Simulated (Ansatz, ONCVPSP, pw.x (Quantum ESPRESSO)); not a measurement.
# What a changed setting does to a pw.x run (fcc W)

Potential: optimised norm-conserving Vanderbilt (ONCV), ONCVPSP 4.0.1.1 (patched build), PBE; core [Kr] 4d10 4f14, reference 5s2 5p6 5d4 6s2; waves: 5s+6s: rc 1.65 bohr, ncon 5, nbas 8, qcut 5.8 1/bohr, 2 projectors; 5p: rc 1.50 bohr, ncon 4, nbas 7, qcut 9.2 1/bohr, 2 projectors, debl 1 Ha; 5d: rc 2.85 bohr, ncon 3, nbas 7, qcut 4.3 1/bohr, 1 projector; local part: polynomial inside 1.25 bohr (lpopt 3, dvloc0 0 Ha); core correction: Teter function fitted to the true core (icmod 2), fcfact 0.35. In the p channel the program set the typed energies aside and used -1.588, 0.250 Ha.

The reference run (k-mesh 14³, cutoffs 145/580 Ry, Fermi–Dirac 0.01 Ry, mixing_beta 0.4, conv_thr 1e-9, no spin) gives -1.49 GPa at 16.478 Å³/atom, where all-electron LAPW gives -0.06 GPa. This run, with its own iteration cap, changes degauss to 0.02.

```
&control
  calculation='scf', prefix='x', pseudo_dir='./', outdir='./tmp', tstress=.true., disk_io='none'
/
&system
  ibrav=0, nat=1, ntyp=1, ecutwfc=145, ecutrho=580, nbnd=15,
  occupations='smearing', smearing='fd', degauss=0.02
/
&electrons
  conv_thr=1e-09, mixing_beta=0.4, electron_maxstep=50
/
ATOMIC_SPECIES
W 1.0 W.UPF
CELL_PARAMETERS angstrom
  0.00000000 2.01972156 2.01972156
  2.01972156 0.00000000 2.01972156
  2.01972156 2.01972156 0.00000000
ATOMIC_POSITIONS crystal
W 0.0000 0.0000 0.0000
K_POINTS automatic
14 14 14 0 0 0
```

```bash
pw.x < W.scf.in > W.scf.out
```

Q: How does the run end?

A: It converges in 7 iterations; the free energy moves by -102.8 meV/atom and the pressure by +0.83 GPa. In a metal, with Fermi–Dirac smearing, F lies below its zero-width value by a term in the square of the width.

```
Message from routine setup:
     using ibrav=0 with symmetry is DISCOURAGED, use correct ibrav instead
     lattice parameter (alat)  =       5.3977  a.u.
     unit-cell volume          =     111.1991 (a.u.)^3
     number of electrons       =        14.00
     number of Kohn-Sham states=           15
     kinetic-energy cutoff     =     145.0000  Ry
     charge density cutoff     =     580.0000  Ry
     scf convergence threshold =      1.0E-09
     Exchange-correlation= PBE
     number of k points=   104  Fermi-Dirac smearing, width (Ry)=  0.0200
     iteration #  1     ecut=   145.00 Ry     beta= 0.40
     total energy              =    -149.59967465 Ry
     estimated scf accuracy    <       0.02714981 Ry
     iteration #  2     ecut=   145.00 Ry     beta= 0.40
     total energy              =    -149.59894778 Ry
     estimated scf accuracy    <       0.00568896 Ry
     iteration #  3     ecut=   145.00 Ry     beta= 0.40
     total energy              =    -149.59953966 Ry
     estimated scf accuracy    <       0.00017706 Ry
     iteration #  4     ecut=   145.00 Ry     beta= 0.40
     total energy              =    -149.59955878 Ry
     estimated scf accuracy    <       0.00000175 Ry
     iteration #  5     ecut=   145.00 Ry     beta= 0.40
     total energy              =    -149.59955944 Ry
     estimated scf accuracy    <       0.00000032 Ry
     iteration #  6     ecut=   145.00 Ry     beta= 0.40
     c_bands:  1 eigenvalues not converged
     total energy              =    -149.59955948 Ry
     estimated scf accuracy    <          2.2E-09 Ry
     iteration #  7     ecut=   145.00 Ry     beta= 0.40
     the Fermi energy is    21.6091 ev
!    total energy              =    -149.59955948 Ry
     estimated scf accuracy    <          3.1E-10 Ry
     smearing contrib. (-TS)   =      -0.01962793 Ry
     The total energy is F=E-TS. E is the sum of the following terms:
     one-electron contribution =     -14.87904439 Ry
     hartree contribution      =      15.33180356 Ry
     xc contribution           =     -32.30951138 Ry
     ewald contribution        =    -117.72317934 Ry
     convergence has been achieved in   7 iterations
          total   stress  (Ry/bohr**3)                   (kbar)     P=       -6.68
     Message from routine punch:
     Nothing written, as per user request (disk_io='none')
```

The run took about 2.8 min on one core of a shared host (Neoverse-N1, 64 threads, 124 GiB, load 55).
